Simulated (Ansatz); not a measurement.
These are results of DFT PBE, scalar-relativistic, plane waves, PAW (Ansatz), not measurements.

Plane waves to 420 eV, a k mesh through Γ of 8×8×8 on the computed 3-atom cell and Gaussian smearing (0.02 eV); no spin polarisation.

Structure with the computed forces (eV/Å) in the last three columns:

```xyz
3
Lattice="0.0000 2.7245 2.7245 2.6835 0.0000 2.7245 2.6835 2.7245 0.0000" Properties=species:S:1:pos:R:3:forces:R:3 pbc="T T T" pressure_GPa=4.41
Ca   -0.0417    0.0000    0.0000    0.3030    0.0000    0.0000
F     1.3626    1.3623    1.3623   -0.1510    0.0000    0.0000
F     4.0461    4.0868    4.0868   -0.1510    0.0000    0.0000
```

Stress tensor (GPa, compression positive):

```
5.55 0.00 0.00
0.00 3.84 0.00
0.00 0.00 3.84
```